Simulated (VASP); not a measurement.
# Si2Ge (P-3m1) in VASP: a series of runs

One crystal, Si2Ge, is run at these levels: PBE; tasks: relaxation of cell and atoms.

All numbers are computed with VASP 6.6.1; they aren't measurements. Logs are shortened: lines on timing, memory, paths and dates and some standing lists are left out, and cuts for length are marked.

**1. Starting point**

It takes space group P-3m1 (No. 164, trigonal). Conventional cell: a = 3.890 Å, b = 3.890 Å, c = 9.530 Å, α = 90.00°, β = 90.00°, γ = 120.00°. Around Si (site symmetry 3m) lie 4 Si at 2.38 Å. Si (site symmetry 3m) has 3 Si at 2.38 Å and 1 Ge at 2.38 Å as nearest neighbours. Ge (site symmetry 3m) has 3 Ge at 2.38 Å and 1 Si at 2.38 Å as nearest neighbours.

The cell was built by a generator and needn't be a form met in nature.

**2. Relaxation of cell and atoms, PBE**

INCAR reads:

```
SYSTEM = Si2Ge
ALGO = Fast ; EDIFF = 1E-4
EDIFFG = -0.08 ; ENCUT = 520
GGA = PE ; IBRION = 2
ISIF = 3 ; ISMEAR = 0
LASPH = .TRUE. ; LCHARG = .FALSE.
LREAL = .FALSE. ; LWAVE = .FALSE.
NELM = 60 ; NSW = 24
PREC = Normal ; SIGMA = 0.15
```

KPOINTS reads:

```
k-points
0
G
  5 5 2
  0 0 0
```

POSCAR reads:

```
Si2Ge
1.0
    3.8900000000      0.0000000000      0.0000000000
   -1.9450000000      3.3688388200      0.0000000000
    0.0000000000      0.0000000000      9.5300000000
Si Ge
4 2
Direct
    0.0000000000      0.0000000000      0.8750000000
    0.3333333300      0.6666666700      0.7917000000
    0.0000000000      0.0000000000      0.1250000000
    0.6666666700      0.3333333300      0.2083000000
    0.3333333300      0.6666666700      0.5417000000
    0.6666666700      0.3333333300      0.4583000000
```

Potentials or basis: VASP PAW PBE potentials, release 64 (Si, Ge_d).

On the command line:

```
$ cat potpaw_PBE.64/Si/POTCAR potpaw_PBE.64/Ge_d/POTCAR > POTCAR
$ mpirun -np 1 vasp_std > vasp.out
```

OUTCAR:

```text
SYSTEM = Si2Ge
   EDIFF = 1E-4
   EDIFFG = -0.08
   ENCUT = 520
   GGA = PE
   IBRION = 2
   ISIF = 3
   ISMEAR = 0
   LASPH = .TRUE.
   LREAL = .FALSE.
   NELM = 60
   NSW = 24
   PREC = Normal

 ion  position               nearest neighbor table
   1  0.000  0.000  0.875-   2 2.38   2 2.38   2 2.38   3 2.38
   2  0.333  0.667  0.792-   1 2.38   1 2.38   1 2.38   5 2.38
   3  0.000  0.000  0.125-   4 2.38   4 2.38   4 2.38   1 2.38
   4  0.667  0.333  0.208-   3 2.38   3 2.38   3 2.38   6 2.38
   5  0.333  0.667  0.542-   6 2.38   6 2.38   6 2.38   2 2.38
   6  0.667  0.333  0.458-   5 2.38   5 2.38   5 2.38   4 2.38

  LATTYP: Found a hexagonal cell.
 ALAT       =     3.8900000000
 C/A-ratio  =     2.4498714653

  Lattice vectors:

 A1 = (   3.8900000000,   0.0000000000,   0.0000000000)
 A2 = (  -1.9450000000,   3.3688388200,   0.0000000000)
 A3 = (   0.0000000000,   0.0000000000,   9.5300000000)

Analysis of symmetry for initial positions (statically):
=====================================================================
 Subroutine PRICEL returns:
 Original cell was already a primitive cell.

 Routine SETGRP: Setting up the symmetry group for a
 hexagonal supercell.

 Subroutine GETGRP returns: Found 12 space group operations
 (whereof 12 operations were pure point group operations)
 out of a pool of 24 trial point group operations.

The static configuration has the point symmetry D_3d.

Analysis of symmetry for dynamics (positions and initial velocities):
=====================================================================
 Subroutine PRICEL returns:
 Original cell was already a primitive cell.

 Routine SETGRP: Setting up the symmetry group for a
 hexagonal supercell.

 Subroutine GETGRP returns: Found 12 space group operations
 (whereof 12 operations were pure point group operations)
 out of a pool of 24 trial point group operations.

The dynamic configuration has the point symmetry D_3d.

 Subroutine INISYM returns: Found 12 space group operations
 (whereof 12 operations are pure point group operations),
 and found     1 'primitive' translations

----------------------------------------------------------------------------------------

                                     Primitive cell

  volume of cell :     124.8886

  direct lattice vectors                    reciprocal lattice vectors
     3.890000000  0.000000000  0.000000000     0.257069409  0.148419092  0.000000000
    -1.945000000  3.368838820  0.000000000     0.000000000  0.296838185  0.000000000
     0.000000000  0.000000000  9.530000000     0.000000000  0.000000000  0.104931794

  length of vectors
     3.890000000  3.889999999  9.530000000     0.296838185  0.296838185  0.104931794

  position of ions in fractional coordinates (direct lattice)
     0.000000000  0.000000000  0.875000000
     0.333333330  0.666666670  0.791700000
     0.000000000  0.000000000  0.125000000
     0.666666670  0.333333330  0.208300000
     0.333333330  0.666666670  0.541700000
     0.666666670  0.333333330  0.458300000

  ion indices of the primitive-cell ions
   primitive index   ion index
                 1           1
                 2           2
                 3           3
                 4           4
                 5           5
                 6           6

----------------------------------------------------------------------------------------

 KPOINTS: k-points

Automatic generation of k-mesh.
 Grid dimensions read from file:
 generate k-points for:    5    5    2

 Generating k-lattice:

  Cartesian coordinates                     Fractional coordinates (reciprocal lattice)
     0.051413882  0.029683818  0.000000000     0.200000000  0.000000000  0.000000000
     0.000000000  0.059367637  0.000000000     0.000000000  0.200000000  0.000000000
     0.000000000  0.000000000  0.052465897     0.000000000  0.000000000  0.500000000

  Length of vectors
     0.059367637  0.059367637  0.052465897

  Shift w.r.t. Gamma in fractional coordinates (k-lattice)
     0.000000000  0.000000000  0.000000000

 Subroutine IBZKPT returns following result:
 ===========================================

 Found     10 irreducible k-points:

 Following reciprocal coordinates:
            Coordinates               Weight
  0.000000  0.000000  0.000000      1.000000
  0.200000  0.000000  0.000000      6.000000
  0.400000  0.000000  0.000000      6.000000
  0.200000  0.200000  0.000000      6.000000
  0.400000  0.200000  0.000000      6.000000
  0.000000  0.000000  0.500000      1.000000
  0.200000  0.000000  0.500000      6.000000
  0.400000  0.000000  0.500000      6.000000
  0.200000  0.200000  0.500000      6.000000
  0.400000  0.200000  0.500000      6.000000
   k-points           NKPTS =     10   k-points in BZ     NKDIM =     10   number of bands    NBANDS=     26
   number of dos      NEDOS =    301   number of ions     NIONS =      6
   total plane-waves  NPLWV =  31104
   dimension x,y,z NGX =    24 NGY =   24 NGZ =   54
   dimension x,y,z NGXF=    48 NGYF=   48 NGZF=  108
   ions per type =               4   2
   NGX,Y,Z   is equivalent  to a cutoff of  10.26, 10.26,  9.42 a.u.
   NGXF,Y,Z  is equivalent  to a cutoff of  20.51, 20.51, 18.84 a.u.
 SYSTEM =  Si2Ge
   PREC   = normal    normal or accurate (medium, high low for compatibility)
   ISTART =      0    job   : 0-new  1-cont  2-samecut
   ICHARG =      2    charge: 1-file 2-atom 10-const
   ISPIN  =      1    spin polarized calculation?
   LNONCOLLINEAR =      F non collinear calculations
   LSORBIT =      F    spin-orbit coupling
   LASPH  =      T    aspherical Exc in radial PAW
   ENCUT  =  520.0 eV  38.22 Ry    6.18 a.u.   7.23  7.23 17.72*2*pi/ulx,y,z
   NELM   =     60;   NELMIN=  2; NELMDL= -5     # of ELM steps
   EDIFF  = 0.1E-03   stopping-criterion for ELM
   LREAL  =      F    real-space projection
   EDIFFG = -.8E-01   stopping-criterion for IOM
   NSW    =     24    number of steps for IOM
   IBRION =      2    ionic relax: 0-MD 1-quasi-New 2-CG
   NFREE  =      1    steps in history (QN), initial steepest desc. (CG)
   ISIF   =      3    stress and relaxation
   ISYM   =      2    0-nonsym 1-usesym 2-fastsym
   POTIM  = 0.5000    time-step for ionic-motion
   TEBEG  =    0.0;   TEEND  =   0.0 temperature during run
   PSTRESS=    0.0 pullay stress
   NELECT =      44.0000    total number of electrons
   NUPDOWN=      -1.0000    fix difference up-down
   EMIN   =  10.00;   EMAX   =-10.00  energy-range for DOS
   EFERMI =   0.00;   METHOD = LEGACY
   ISMEAR =     0;   SIGMA  =   0.15  broadening in eV -4-tet -1-fermi 0-gaus
   EFERMI_NEDOS =   21; number of points for ismear=-14 and -15
   IALGO  =     68    algorithm
   IMIX   =      4    mixing-type and parameters
     AMIX     =   0.40;   BMIX     =  1.00
     AMIX_MAG =   1.60;   BMIX_MAG =  1.00
  volume/ion in A,a.u.               =      20.81       140.46
  Fermi-wavevector in a.u.,A,eV,Ry     =   1.156249  2.184994 18.189798  1.336912
  Thomas-Fermi vector in A             =   2.292871
   LORBIT       =      0    0 simple, 1 ext, 2 COOP (PROOUT), +10 PAW based schemes
   GGA     = PE    functional components
   LHFCALC =     F    Hartree Fock is set to
   AEXX    =    0.0000 exact exchange contribution
   IVDW    =     0    specifies the selected vdW correction
   LEPSILON=     F    determine dielectric tensor
   LRPA    =     F    only Hartree local field effects (RPA)
 conjugate gradient relaxation of ions
 non-spin polarized calculation
 RMM-DIIS sequential band-by-band and
 Gauss-broadening in eV      SIGMA  =   0.15
  energy-cutoff  :      520.00
  volume of cell :      124.89
 maximum number of plane-waves:      3401
   NGX = 15   NGY = 15   NGZ = 35

--------------------------------------- Ionic step        1  -------------------------------------------

 number of electron      43.9999972 magnetization

 Free energy of the ion-electron system (eV)
  ---------------------------------------------------
  ext. energy  EPLUGINS =         0.00000000
  ---------------------------------------------------
  free energy    TOTEN  =       -30.44124750 eV

  energy without entropy =      -30.44118453  energy(sigma->0) =      -30.44121601

------------------------ aborting loop because EDIFF is reached ----------------------------------------

  FORCE on cell =-STRESS in cart. coord.  units (eV):
  Direction    XX          YY          ZZ          XY          YZ          ZX
  --------------------------------------------------------------------------------------
  -------------------------------------------------------------------------------------
  Total        2.2124514      2.2124514      1.4694104     -0.0000000      0.0000000      0.0000000
  in kB       28.3832152     28.3832152     18.8508505     -0.0000000      0.0000000      0.0000000
  external PRESSURE =      25.2057603 kB  Pullay stress =       0.0000000 kB
[... 101 lines left out ...]
  FREE ENERGIE OF THE ION-ELECTRON SYSTEM (eV)
  ---------------------------------------------------
  free  energy   TOTEN  =       -30.4932928673 eV

  energy  without entropy=      -30.4932188775  energy(sigma->0) =      -30.49325587

[... ionic steps 4 to 8 ...]

--------------------------------------- Ionic step        9  -------------------------------------------

 number of electron      44.0000024 magnetization

------------------------ aborting loop because EDIFF is reached ----------------------------------------

  FORCE on cell =-STRESS in cart. coord.  units (eV):
  Direction    XX          YY          ZZ          XY          YZ          ZX
  --------------------------------------------------------------------------------------
  -------------------------------------------------------------------------------------
  Total        0.3787875      0.3787875      0.4262750      0.0000000     -0.0000000     -0.0000000
  in kB        4.7400713      4.7400713      5.3343215      0.0000000     -0.0000000     -0.0000000
  external PRESSURE =       4.9381547 kB  Pullay stress =       0.0000000 kB
[... 65 lines left out ...]
  energy  without entropy=      -30.5166153342  energy(sigma->0) =      -30.51679734

--------------------------------------- Ionic step       11  -------------------------------------------

 number of electron      44.0000011 magnetization

 Free energy of the ion-electron system (eV)
  ---------------------------------------------------
  ext. energy  EPLUGINS =         0.00000000
  ---------------------------------------------------
  free energy    TOTEN  =       -30.51803255 eV

  energy without entropy =      -30.51767849  energy(sigma->0) =      -30.51785552

 E-fermi :   5.6560     XC(G=0):  -9.4776

 val. band max:        5.3949381467   @ k =   0.0000   0.0000   0.0000
 cond. band min:       5.9564175117   @ k =   0.4000   0.0000   0.0000
 fundamental gap:      0.5614793650
 Fermi energy:         5.6560438800

 k-point     1 :       0.0000    0.0000    0.0000
  band No.  band energies     occupation
      1     -19.1102      2.00000
      2     -19.1102      2.00000
      3     -19.0305      2.00000
      4     -19.0305      2.00000
      5     -18.9639      2.00000
      6     -18.9576      2.00000
[... 312 lines left out ...]
  FREE ENERGIE OF THE ION-ELECTRON SYSTEM (eV)
  ---------------------------------------------------
  free  energy   TOTEN  =       -30.5180325463 eV

  energy  without entropy=      -30.5176784941  energy(sigma->0) =      -30.51785552

 reached required accuracy - stopping structural energy minimisation
```

Run time: 70 s. Hardware: 1 thread of Intel Xeon Platinum 8559C (Emerald Rapids), shared host; peak memory 0.19 GiB.

Results:

```
Free energy                            : -30.5180 eV
Relaxed volume                         : 21.48 Å³/atom
Relaxed cell                           : a = 3.937 Å, b = 3.937 Å, c = 9.605 Å, α = 90.00°, β = 90.00°, γ = 120.00°
Space group after relaxing (to 0.05 Å) : P-3m1 (No. 164)
Energy gained by relaxing              : 12.8 meV/atom
Ionic steps                            : 11
Pressure after relaxing                : -0.3 GPa
Largest force after relaxing           : 0.048 eV/Å
Band gap on the k mesh                 : 0.56 eV, indirect (least direct gap 0.89 eV)
```

Forces in eV/Å, atoms in the order of the input:
```
Si   0.000  0.000  0.031
Si   0.000  0.000 -0.036
Si   0.000  0.000 -0.031
Si   0.000  0.000  0.036
Ge   0.000  0.000  0.048
Ge   0.000  0.000 -0.048
```

The path:
```csv
step,energy change (eV),largest force (eV/Å),pressure (GPa),volume (Å³)
1,0.0000,0.4841,2.52,124.89
2,-0.0532,0.3281,-0.28,130.90
3,-0.0520,0.3197,-1.48,131.09
4,-0.0667,0.1476,1.17,127.27
5,-0.0690,0.1807,-0.75,128.34
6,-0.0685,0.1513,1.17,127.79
7,-0.0689,0.1669,0.06,128.07
8,-0.0688,0.1630,0.20,128.01
9,-0.0740,0.1168,0.49,128.03
10,-0.0757,0.0845,0.30,128.05
11,-0.0768,0.0479,-0.32,128.90
```

Final structure:
```xyz
6
Lattice="3.9365 0.0000 0.0000 -1.9683 3.4091 0.0000 0.0000 0.0000 9.6054" Properties=species:S:1:pos:R:3 pbc="T T T"
Si    0.0000    0.0000    8.4183
Si    0.0000    2.2727    7.6645
Si    0.0000    0.0000    1.1871
Si    1.9683    1.1364    1.9409
Ge    0.0000    2.2727    5.2416
Ge    1.9683    1.1364    4.3637
```

Caveat: an odd mesh through Γ misses points on the zone boundary, where band edges often lie; the relaxation stopped at a loose force limit of 0.08 eV/Å, so its end isn't a converged minimum. Expect the measured gap to be larger: semilocal functionals such as PBE lack the derivative discontinuity.

(Part 1 of 2 ends here.)
